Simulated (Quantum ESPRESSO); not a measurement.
Runs of Quantum ESPRESSO 7.5 on HgTe. The cell holds a slab with vacuum, 6 atoms: a = 4.559 Å, b = 4.559 Å, c = 23.375 Å, α = 90.00°, β = 90.00°, γ = 120.00°. 

| smearing | gap on the mesh (eV) | largest force (eV/Å) | work function (eV) |
| --- | --- | --- | --- |
| cold 0.2 eV | none | 0.88 | (b) |
| cold 0.01 eV | none | 0.99 | 3.35 |
| cold 0.05 eV | none | 0.99 | 3.35 |
| cold 0.1 eV | none | 0.94 | 3.37 |
| cold 0.025 eV | none | (a) | 3.35 |

Alike in all rows: task work function; level PBE; potentials or basis PseudoDojo 0.4.1 SR PBE standard; no spin polarisation; cell as given; k mesh 4 × 4 × 1; cutoff (eV) 1088; the mesh is coarse, so values aren't converged.

Problem. Estimate the missing entries.

Solution. (a) 1.00; (b) 3.40.

Caveats: all runs use coarse meshes.

A k mesh can miss the band edges, and the runs leave out spin-orbit coupling on Hg, Te.

A gap of «none» marks a metal or a gap under the smearing width.
